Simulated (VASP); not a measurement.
Here is a VASP 6.6.1 calculation.

Contents of INCAR:

```
SYSTEM = TiO2
PREC = Accurate ; ENCUT = 450
EDIFF = 1E-8 ; ISMEAR = 0
SIGMA = 0.02 ; LREAL = .False.
LASPH = .True. ; NELM = 120
ALGO = Normal ; ISIF = 2
LWAVE = .False. ; LCHARG = .False.
GGA = PE ; LEPSILON = .True.
IBRION = 8 ; KPAR = 4
```

The input KPOINTS:

```
regular mesh
0
Gamma
  12 12 12
  0 0 0
```

The input POSCAR:

```
TiO2                                    
1.0
   -1.9009072460      1.9009072460      4.8540041656
    1.9009072460     -1.9009072460      4.8540041656
    1.9009072460      1.9009072460     -4.8540041656
  Ti              O             
     2     4
Direct
     0.0000000000000000    0.0000000000000000    0.0000000000000000
     0.7500000000000000    0.2500000000000000    0.5000000000000000
     0.9564960053127507    0.4564960053127507    0.5000000000000000
     0.2064960053127507    0.2064960053127507    0.0000000000000000
     0.5435039946872493    0.0435039946872493    0.5000000000000000
     0.7935039946872493    0.7935039946872493    0.0000000000000000
```

Potentials or basis: VASP PAW PBE potentials, release 64 (Ti_sv, O).

Command:

```bash
$ cat potpaw_PBE.64/Ti_sv/POTCAR potpaw_PBE.64/O/POTCAR > POTCAR
$ mpirun -np 4 vasp_std > vasp.out
```

(1) Predict the electronic dielectric tensor (diagonal).

(2) Predict the Born charges (mean of the diagonal).

(3) What does it give for the highest phonon frequency at Γ, LO-TO splitting left out?

(4) Estimate the band gap on the k mesh.

## Answers

(1) 6.89, 6.89, 6.35.

(2) Ti +6.31; O -3.15 e.

(3) 602 cm⁻¹.

(4) 2.10 eV, indirect (least direct gap 2.41 eV).
